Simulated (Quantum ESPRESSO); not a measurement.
# Ge under changes of volume

One of the cells (22.833 Å³/atom); the others are scaled copies at fixed shape and fractional positions:

```xyz
4
Lattice="3.9976 0.0000 0.0000 -1.9988 3.4620 0.0000 0.0000 0.0000 6.5994" Properties=species:S:1:pos:R:3 pbc="T T T"
Ge    0.0000    2.3080    6.1843
Ge    1.9988    1.1540    2.8846
Ge    0.0000    2.3080    3.7148
Ge    1.9988    1.1540    0.4151
```

This isn't the form of Ge at room conditions, which is diamond.

```yaml
Program: Quantum ESPRESSO 7.5
Functional: PBEsol
Potentials_or_basis: GBRV 1.5 PBEsol
Cutoff: 612 eV
Density_cutoff: 4898 eV
k_mesh: 8 × 8 × 4
Occupations: fermi-dirac, width 0.05 eV
Spin: no spin polarisation
```

```tsv
volume (Å³/atom)	energy over the lowest point (meV/atom)	pressure (GPa)
21.463	18.24	4.5
21.920	7.52	2.7
22.377	1.67	1.1
22.833	0.00	-0.3
23.290	2.08	-1.5
23.747	7.58	-2.6
24.203	?	?
```

Task: What does the run at 24.203 Å³/atom give?

Result: Energy over the lowest point 16.14 meV/atom; pressure -3.7 GPa.

Worked out: A Birch-Murnaghan fit of order 3 (a polynomial in V^(-2/3)) to the other rows has its minimum at 22.80 Å³/atom with B0 = V·E''(V) = 67 GPa and B' = 4.9 at fixed shape and positions, which overstates the stiffness. It gives 16.00 meV/atom at 24.203 Å³/atom, against the run's 16.14, and -dE/dV = -3.4 GPa, against -3.7.

Energies are extrapolated to zero smearing.
